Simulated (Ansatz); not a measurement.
# CdS: a single-point run

Aim: a sound single-point run of CdS. The structure is shown as the input types it. The cell is built on a prototype (rocksalt) and needn't be the phase found in nature.

Program: Ansatz 0.2.0. Level of theory: density functional or hybrid calculation with the settings of its input, plane waves (as first typed). These are calculated values, not measurements.

4 further runs of the same task are left out: 4 that didn't finish.

## Step 1: Starting point

It takes space group Fm-3m (No. 225, cubic). The conventional cell has a = 5.454 Å, b = 5.454 Å, c = 5.454 Å, α = 90.00°, β = 90.00°, γ = 90.00°. Cd (site symmetry m-3m) is surrounded by 6 S at 2.73 Å. S (site symmetry m-3m) is surrounded by 6 Cd at 2.73 Å.

Coordinates:

```
Cd S
1.0
     0.00000    2.72678    2.72678
     2.72678    0.00000    2.72678
     2.72678    2.72678    0.00000
Cd S
1 1
Direct
  0.00000 0.00000 0.00000
  0.50000 0.50000 0.50000
```

## Step 2: Input and run

input.yaml

```yaml
crystal:
  lattice:
    - [0.0, 2.7267765442, 2.7267765442]
    - [2.7267765442, 0.0, 2.7267765442]
    - [2.7267765442, 2.7267765442, 0.0]
  atoms:
    - { symbol: Cd, position: [0.0, 0.0, 0.0] }
    - { symbol: S, position: [0.5, 0.5, 0.5] }
kpoints:
  mp_grid: { grid: [2, 4, 6] }
hamiltonian:
  xc: pbesol
scf:
  occupations: { method: fixed }
  n_extra_bands: 4
output:
  forces: true
  stress: true
  eigenvalues: true
```

The run is started by

```bash
$ ansatz run input.yaml --threads 4 --pin off --max-ram 3686MiB --backend cpu --events-out ev --progress --plain --runs-dir out
```

**Question.** How will this run end, and is anything wrong with its input?

This run ends as converged, with warnings (symmetry narrowed by mesh). Its log warns: «crystal.symmetry: narrowed to the stabiliser of the k-point mesh — unitary ops 48 → 4; excluded 44 operations that carry a point of the 2×4×6 mesh (shift [0, 0 ...»

Look at the input: kpoints.mp_grid.grid is [2, 4, 6]. Unequal divisions along equivalent axes break the crystal's symmetry in the sampling.

The test: set kpoints.mp_grid.grid to [6, 6, 6].
